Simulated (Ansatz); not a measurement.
# Be (diamond type): the cost of one run

Method: DFT PBE, scalar-relativistic, in Ansatz 0.2.0.

**1. The structure to begin with**

The structure is cubic, space group Fd-3m (No. 227). The conventional cell has a = 5.003 Å, b = 5.003 Å, c = 5.003 Å, α = 90.00°, β = 90.00°, γ = 90.00°. Be (site symmetry -43m) has 4 Be at 2.17 Å as nearest neighbours.

Structure file:

```cif
data_structure
_symmetry_space_group_name_H-M 'P 1'
_symmetry_Int_Tables_number 1
_cell_length_a 3.5374
_cell_length_b 3.5374
_cell_length_c 3.5374
_cell_angle_alpha 60.000
_cell_angle_beta 60.000
_cell_angle_gamma 60.000
_cell_volume 31.30
loop_
_atom_site_label
_atom_site_type_symbol
_atom_site_fract_x
_atom_site_fract_y
_atom_site_fract_z
_atom_site_occupancy
Be1 Be 0.00000 0.00000 0.00000 1
Be2 Be 0.25000 0.25000 0.25000 1
```

Atoms are numbered in the order of the input: Be1, Be2.

**2. Cell and atoms relaxed first**

Contents of input.yaml:

```yaml
crystal:
  lattice:
    - [0.0, 2.5013484645, 2.5013484645]
    - [2.5013484645, 0.0, 2.5013484645]
    - [2.5013484645, 2.5013484645, 0.0]
  atoms:
    - { symbol: Be, position: [0.0, 0.0, 0.0] }
    - { symbol: Be, position: [0.25, 0.25, 0.25] }
kpoints:
  mp_grid: { grid: [13, 13, 13] }
scf:
  occupations: { method: fermi_dirac, width: 0.08 }
hamiltonian:
  xc: pbe
  pseudopotentials: { kind: paw }
output:
  forces: true
  stress: true
relax:
  f_tol: 0.005
  max_steps: 80
  cell: {}
```

On the command line:

```console
> ansatz run input.yaml --threads 1 --pin off --max-ram 2048MiB --backend cpu --events-out ev --progress --plain --runs-dir out
```

**Question.** How long does this run take on 1 thread of Arm Neoverse N1, shared host?

About 6.3 s.
